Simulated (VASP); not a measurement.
# Ag (Im-3m) in VASP: further runs

The runs below take Ag through relaxation of cell and atoms, with PBEsol+D3(BJ), PBEsol+D4.

Program: VASP 6.6.1. These are calculated values, not measurements. Logs are shortened: lines on timing, memory, paths and dates and some standing lists are left out, and cuts for length are marked.

## 1. The structure

It takes space group Im-3m (No. 229, cubic). Conventional cell: a = 3.311 Å, b = 3.311 Å, c = 3.311 Å, α = 90.00°, β = 90.00°, γ = 90.00°. Around Ag (site symmetry m-3m) lie 8 Ag at 2.87 Å.

This isn't the form of Ag at room conditions, which is fcc.

## 2. Relaxation of cell and atoms, PBEsol+D3(BJ)

INCAR reads:

```
PREC = Accurate ; ENCUT = 600
EDIFF = 1E-6 ; ISMEAR = -1
SIGMA = 0.05 ; LREAL = F
LASPH = T ; NELM = 100
ALGO = Normal ; ISIF = 3
LWAVE = F ; LCHARG = F
GGA = PS ; IVDW = 12
IBRION = 2 ; NSW = 60
EDIFFG = -0.02
```

KPOINTS reads:

```
Automatic mesh
0
Gamma
  11 11 11
```

POSCAR reads:

```
Ag
1.0
   -1.6556540000      1.6556540000      1.6556540000
    1.6556540000     -1.6556540000      1.6556540000
    1.6556540000      1.6556540000     -1.6556540000
Ag
1
Direct
    0.0000000000      0.0000000000      0.0000000000
```

Potentials or basis: VASP PAW PBE potentials, release 64 (Ag).

On the command line:

```bash
> cat potpaw_PBE.64/Ag/POTCAR > POTCAR
> mpirun -np 1 vasp_std > vasp.out
```

OUTCAR:

```text
PREC = Accurate
   ENCUT = 600
   EDIFF = 1E-6
   ISMEAR = -1
   LREAL = F
   LASPH = T
   NELM = 100
   ISIF = 3
   GGA = PS
   IVDW = 12
   IBRION = 2
   NSW = 60
   EDIFFG = -0.02
 IVDW          = 12

 ion  position               nearest neighbor table
   1  0.000  0.000  0.000-

  LATTYP: Found a body centered cubic cell.
 ALAT       =     3.3113080000

  Lattice vectors:

 A1 = (  -1.6556540000,   1.6556540000,   1.6556540000)
 A2 = (   1.6556540000,  -1.6556540000,   1.6556540000)
 A3 = (   1.6556540000,   1.6556540000,  -1.6556540000)

Analysis of symmetry for initial positions (statically):
=====================================================================
 Subroutine PRICEL returns:
 Original cell was already a primitive cell.

 Routine SETGRP: Setting up the symmetry group for a
 body centered cubic supercell.

 Subroutine GETGRP returns: Found 48 space group operations
 (whereof 48 operations were pure point group operations)
 out of a pool of 48 trial point group operations.

The static configuration has the point symmetry O_h .

Analysis of symmetry for dynamics (positions and initial velocities):
=====================================================================
 Subroutine PRICEL returns:
 Original cell was already a primitive cell.

 Routine SETGRP: Setting up the symmetry group for a
 body centered cubic supercell.

 Subroutine GETGRP returns: Found 48 space group operations
 (whereof 48 operations were pure point group operations)
 out of a pool of 48 trial point group operations.

The dynamic configuration has the point symmetry O_h .

 Subroutine INISYM returns: Found 48 space group operations
 (whereof 48 operations are pure point group operations),
 and found     1 'primitive' translations

----------------------------------------------------------------------------------------

                                     Primitive cell

  volume of cell :      18.1538

  direct lattice vectors                    reciprocal lattice vectors
    -1.655654000  1.655654000  1.655654000     0.000000000  0.301995465  0.301995465
     1.655654000 -1.655654000  1.655654000     0.301995465  0.000000000  0.301995465
     1.655654000  1.655654000 -1.655654000     0.301995465  0.301995465  0.000000000

  length of vectors
     2.867676848  2.867676848  2.867676848     0.427086083  0.427086083  0.427086083

  position of ions in fractional coordinates (direct lattice)
     0.000000000  0.000000000  0.000000000

[... 70 lines left out ...]
   LNONCOLLINEAR =      F non collinear calculations
   LSORBIT =      F    spin-orbit coupling
   LASPH  =      T    aspherical Exc in radial PAW
   ENCUT  =  600.0 eV  44.10 Ry    6.64 a.u.   5.73  5.73  5.73*2*pi/ulx,y,z
   NELM   =    100;   NELMIN=  2; NELMDL= -5     # of ELM steps
   EDIFF  = 0.1E-05   stopping-criterion for ELM
   LREAL  =      F    real-space projection
   EDIFFG = -.2E-01   stopping-criterion for IOM
   NSW    =     60    number of steps for IOM
   IBRION =      2    ionic relax: 0-MD 1-quasi-New 2-CG
   NFREE  =      1    steps in history (QN), initial steepest desc. (CG)
   ISIF   =      3    stress and relaxation
   ISYM   =      2    0-nonsym 1-usesym 2-fastsym
   POTIM  = 0.5000    time-step for ionic-motion
   TEBEG  =    0.0;   TEEND  =   0.0 temperature during run
   PSTRESS=    0.0 pullay stress
   NELECT =      11.0000    total number of electrons
   NUPDOWN=      -1.0000    fix difference up-down
   EMIN   =  10.00;   EMAX   =-10.00  energy-range for DOS
   EFERMI =   0.00;   METHOD = LEGACY
   ISMEAR =    -1;   SIGMA  =   0.05  broadening in eV -4-tet -1-fermi 0-gaus
   EFERMI_NEDOS =   21; number of points for ismear=-14 and -15
   IALGO  =     38    algorithm
   IMIX   =      4    mixing-type and parameters
     AMIX     =   0.40;   BMIX     =  1.00
     AMIX_MAG =   1.60;   BMIX_MAG =  1.00
  volume/ion in A,a.u.               =      18.15       122.51
  Fermi-wavevector in a.u.,A,eV,Ry     =   1.385318  2.617871 26.111022  1.919106
  Thomas-Fermi vector in A             =   2.509739
   LORBIT       =      0    0 simple, 1 ext, 2 COOP (PROOUT), +10 PAW based schemes
   GGA     = PS    functional components
   LHFCALC =     F    Hartree Fock is set to
   AEXX    =    0.0000 exact exchange contribution
   IVDW    =    12    specifies the selected vdW correction
   LEPSILON=     F    determine dielectric tensor
   LRPA    =     F    only Hartree local field effects (RPA)
 conjugate gradient relaxation of ions
 non-spin polarized calculation
  energy-cutoff  :      600.00
  volume of cell :       18.15
 maximum number of plane-waves:       621
   NGX = 11   NGY = 11   NGZ = 11

--------------------------------------- Ionic step        1  -------------------------------------------

 number of electron      11.0000001 magnetization

 Free energy of the ion-electron system (eV)
  ---------------------------------------------------
  ext. energy  EPLUGINS =         0.00000000
  ---------------------------------------------------
  free energy    TOTEN  =        -3.24699455 eV

  energy without entropy =       -3.24352527  energy(sigma->0) =       -3.24525991

------------------------ aborting loop because EDIFF is reached ----------------------------------------

 Edisp (eV)   -0.51139

 E8    (eV) :    -0.3392
[... 30 lines left out ...]
--------------------------------------- Ionic step        2  -------------------------------------------

 number of electron      10.9999998 magnetization

 E-fermi :  10.3720     XC(G=0): -13.2833

 val. band max:       10.3621591138   @ k =  -0.3636   0.4545   0.0909
 cond. band min:      10.4242364429   @ k =  -0.2727   0.4545   0.0909
 fundamental gap:      0.0620773291
 Fermi energy:        10.3719726426

 k-point     1 :       0.0000    0.0000    0.0000
  band No.  band energies     occupation
      1       1.4384      2.00000
      2       4.8902      2.00000
      3       4.8902      2.00000
      4       4.8902      2.00000
      5       6.5917      2.00000
      6       6.5917      2.00000
      7      28.7669      0.00000
      8      28.7669      0.00000
      9      28.7669      0.00000
[... 314 lines left out ...]
--------------------------------------- Ionic step        3  -------------------------------------------

 number of electron      11.0000000 magnetization

 Free energy of the ion-electron system (eV)
  ---------------------------------------------------
  ext. energy  EPLUGINS =         0.00000000
  ---------------------------------------------------
  free energy    TOTEN  =        -3.26975584 eV

  energy without entropy =       -3.26500355  energy(sigma->0) =       -3.26737970

 E-fermi :   9.0921     XC(G=0): -12.7808

 val. band max:        9.0843074212   @ k =  -0.2727   0.4545   0.0909
 cond. band min:       9.1312986637   @ k =  -0.4545   0.4545   0.0909
 fundamental gap:      0.0469912426
 Fermi energy:         9.0921110166

 k-point     1 :       0.0000    0.0000    0.0000
  band No.  band energies     occupation
      1       0.8253      2.00000
      2       3.9864      2.00000
      3       3.9864      2.00000
      4       3.9864      2.00000
      5       5.4787      2.00000
      6       5.4787      2.00000
      7      27.2668      0.00000
      8      27.2668      0.00000
      9      27.2668      0.00000
[... 308 lines left out ...]
  FREE ENERGIE OF THE ION-ELECTRON SYSTEM (eV)
  ---------------------------------------------------
  free  energy   TOTEN  =        -3.8507394530 eV

  energy  without entropy=       -3.8459871580  energy(sigma->0) =       -3.84836331

 reached required accuracy - stopping structural energy minimisation
```

OSZICAR:

```text
N       E                     dE             d eps       ncg     rms          rms(c)
DAV:   1     0.491368506401E+02    0.49137E+02   -0.61749E+03  1024   0.123E+03
[... 22 lines left out ...]
DAV:   1    -0.420418750166E+01   -0.10325E+01   -0.18492E+01  1015   0.548E+01    0.639E+00
DAV:   2    -0.331209001375E+01    0.89210E+00   -0.32891E+00  1014   0.203E+01    0.260E+00
DAV:   3    -0.327603365428E+01    0.36056E-01   -0.11968E-01  1056   0.360E+00    0.174E+00
DAV:   4    -0.326991722177E+01    0.61164E-02   -0.77616E-03  1054   0.102E+00    0.237E-01
DAV:   5    -0.326974357266E+01    0.17365E-03   -0.10871E-03  1093   0.289E-01    0.312E-02
DAV:   6    -0.326975585520E+01   -0.12283E-04   -0.17251E-05  1041   0.537E-02    0.440E-03
DAV:   7    -0.326975584389E+01    0.11314E-07   -0.45074E-07   556   0.730E-03
   3 F= -.38507395E+01 E0= -.38483633E+01  d E =-.923554E-01
```

CONTCAR:

```text
Ag
   1.00000000000000
    -1.5886205395785995    1.5886205395785995    1.5886205395785995
     1.5886205395785995   -1.5886205395785995    1.5886205395785995
     1.5886205395785995    1.5886205395785995   -1.5886205395785995
  Ag
     1
Direct
     0.0000000000000000    0.0000000000000000    0.0000000000000000

  0.00000000E+00  0.00000000E+00  0.00000000E+00
```

It took 16 s on 1 thread of Intel Xeon Platinum 8259CL at 2.50GHz (Skylake/Cascade Lake), shared host; peak memory 0.16 GiB.

Results:

- Free energy: -3.8507 eV
- Relaxed volume: 16.04 Å³/atom
- Relaxed cell: a = 2.752 Å, b = 2.752 Å, c = 2.752 Å, α = 109.47°, β = 109.47°, γ = 109.47°
- Space group after relaxing (to 0.05 Å): Im-3m (No. 229)
- Energy gained by relaxing: 92.4 meV/atom
- Ionic steps: 3
- Pressure after relaxing: -0.2 GPa
- Band gap on the k mesh: none (metal or under the smearing width)
- Dispersion energy per atom: -0.581 eV

Step by step:
```
step  energy change (eV)  largest force (eV/Å)  pressure (GPa)  volume (Å³)
   1              0.0000                0.0000          -12.10        18.15
   2             -0.0445                0.0000           13.59        14.79
   3             -0.0924                0.0000           -0.16        16.04
```

Final structure:
```
Ag
1.0
    -1.58862    1.58862    1.58862
     1.58862   -1.58862    1.58862
     1.58862    1.58862   -1.58862
Ag
1
Direct
  0.00000 0.00000 0.00000
```

Caveat: the PAW data sets were made with another functional, which shifts forces and pressure a little; pairwise dispersion overbinds metals, which lowers pressure and volume.

(Part 1 of 2 ends here.)
